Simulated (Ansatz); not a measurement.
From three elastic constants to directional properties of SiC

Computed with DFT PBEsol, scalar-relativistic, plane waves, PAW in Ansatz 0.2.0. Cutoff 420 eV, 10×10×10 k-points (Γ-centred), fixed occupations. No spin polarisation.

Equilibrium structure at this level:
```cif
data_structure
_symmetry_space_group_name_H-M 'F-43m'
_symmetry_Int_Tables_number 216
_cell_length_a 4.3568
_cell_length_b 4.3568
_cell_length_c 4.3568
_cell_angle_alpha 90.000
_cell_angle_beta 90.000
_cell_angle_gamma 90.000
_cell_volume 82.70
loop_
_atom_site_label
_atom_site_type_symbol
_atom_site_symmetry_multiplicity
_atom_site_Wyckoff_symbol
_atom_site_fract_x
_atom_site_fract_y
_atom_site_fract_z
_atom_site_occupancy
Si1 Si 4 a 0.00000 0.00000 0.00000 1
C1 C 4 d 0.25000 0.25000 0.75000 1
```

With ions relaxed, on the cubic axes: C11 = 389.2, C12 = 137.3, C44 = 242.8 GPa. The density is 3.220 g/cm³.

Problem. Is the crystal stable against strain, and how anisotropic is it?

Solution. Born's conditions hold: C11 + 2C12 = 663.8, C11 − C12 = 251.9 and C44 = 242.8 GPa are all positive. B = (C11 + 2C12)/3 = 221.3 GPa. The two shear moduli are C44 and C′ = (C11 − C12)/2 = 126.0 GPa, so Zener's ratio is A = C44/C′ = 1.93: the tetragonal shear C′ is the soft one, as in many fcc and bcc metals and zincblende crystals. The Cauchy pressure C12 − C44 is -105.5 GPa; it would vanish for pair forces between atoms on inversion centres at zero pressure, and a negative value is usual with directional bonding, though many-body forces give one in some ionic oxides too.

Problem. Give the sound speeds along the three symmetry directions.

Solution. The Christoffel equation gives ρv² for each branch:
```tsv
direction	branch	ρv²	GPa	v (m/s)
[100]	L	C11	389.2	10994
[100]	T (×2)	C44	242.8	8683
[110]	L	(C11 + C12 + 2C44)/2	506.0	12536
[110]	T, u ∥ [001]	C44	242.8	8683
[110]	T, u ∥ [1-10]	(C11 − C12)/2	126.0	6254
[111]	L	(C11 + 2C12 + 4C44)/3	545.0	13009
[111]	T (×2)	(C11 − C12 + C44)/3	164.9	7156
```

In a piezoelectric crystal some branches stiffen further, which is left out.

Problem. How does Young's modulus depend on direction?

Solution. Inverting gives S11 = 3.148, S12 = -0.821, S44 = 4.119 TPa⁻¹. Along a unit vector (l, m, n), 1/E = S11 − 2(S11 − S12 − S44/2)(l²m² + m²n² + n²l²), where the last bracket is 0, 1/4 and 1/3 for [100], [110] and [111]: E = 318, 456 and 533 GPa. With A > 1 the body diagonal is stiffest. For a film on (001), the biaxial modulus is C11 + C12 − 2C12²/C11 = 430 GPa and the normal strain is −2C12/C11 = -0.71 times the in-plane one.

Cost: 2 runs of about 2.1 core-minutes in all, on Arm Neoverse V2 (shared hosts).

Cubic SiC is stiff in shear as well as in compression: C44, at 242.8 GPa, even exceeds the bulk modulus of 221.3 GPa. This reflects short, strong sp³ bonds that resist changes of angle as well as length, helped by the compact 2p shell of carbon, which has no p core beneath it.

The anisotropy follows from the tetrahedral network. To first order, the tetragonal shear C′ leaves every bond length unchanged and only bends the angles, so it is the softer shear and gives the slowest wave, along [110] with in-plane polarisation. The trigonal shear also strains the bonds, though a relative shift of the two sublattices relieves part of this, so C44 too depends on angular rigidity. Pulling along [111] loads one set of bonds head-on, whereas along [100] all bonds are inclined and can rotate towards the axis, in line with Young's moduli of 533 and 318 GPa.

The positive Born combinations establish resistance to small homogeneous strains, not stability relative to the hexagonal polytypes.
